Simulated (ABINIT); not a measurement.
Here is an ABINIT 10.8.3 (patched build) calculation.

File run.abi:

```
# Datasets: ground state, then fixed potential
ndtset 2

# Pseudopotentials
pp_dirpath "./"
pseudos "Bi.LDA_PW-JTH.xml"

# Structure
acell 3*1.0
rprim
    -3.7443610401     3.7443610401     3.7443610401
     3.7443610401    -3.7443610401     3.7443610401
     3.7443610401     3.7443610401    -3.7443610401
ntypat 1
znucl 83
natom 1
typat 1
xred
     0.0000000000     0.0000000000     0.0000000000

# Plane-wave basis
ecut 15.0
pawecutdg 30.0

# Exchange and correlation
ixc 2

# Bands and occupations
occopt 3
tsmear 0.05 eV

# Spin
nspinor 2
nspden 1
pawspnorb 1

# SCF cycle
nstep 100

# Output
iomode 3
prtwf 0
prteig 0
prtebands 0
prtden1 1

# Dataset 1
kptopt1 4
ngkpt1 9 9 9
nshiftk1 1
shiftk1 0.0 0.0 0.0
nband1 24
tolvrs1 1.0e-9

# Dataset 2: bands along G-H-N-G-P-H
iscf2 -2
getden2 1
nband2 36
nbdbuf2 8
tolwfr2 1.0e-11
kptopt2 -5
ndivsm2 8
prteig2 1
kptbounds2
     0.0000000000     0.0000000000     0.0000000000
     0.5000000000    -0.5000000000     0.5000000000
     0.0000000000     0.0000000000     0.5000000000
     0.0000000000     0.0000000000     0.0000000000
     0.2500000000     0.2500000000     0.2500000000
     0.5000000000    -0.5000000000     0.5000000000
```

Potentials or basis: JTH PAW LDA v2.0.

Command:

```console
$ abinit run.abi > log 2>&1
```

Predict the band gap on the k mesh.

none (metal or under the smearing width).

Levels at the corners of the path, in eV from the Fermi level:
```
point  band 11  band 12  band 13  band 14  band 15  band 16  band 17  band 18
    Γ   -13.26   -13.26     2.74     2.74     6.41     6.41     6.41     6.41
    H    -8.13    -8.13    -2.97    -2.97    -0.98    -0.98    -0.98    -0.98
    N   -10.22   -10.22    -4.98    -4.98     1.38     1.38     3.91     3.91
    Γ   -13.26   -13.26     2.74     2.74     6.41     6.41     6.41     6.41
    P    -9.70    -9.70    -3.16    -3.16    -1.64    -1.64    -1.64    -1.64
    H    -8.13    -8.13    -2.97    -2.97    -0.98    -0.98    -0.98    -0.98
```
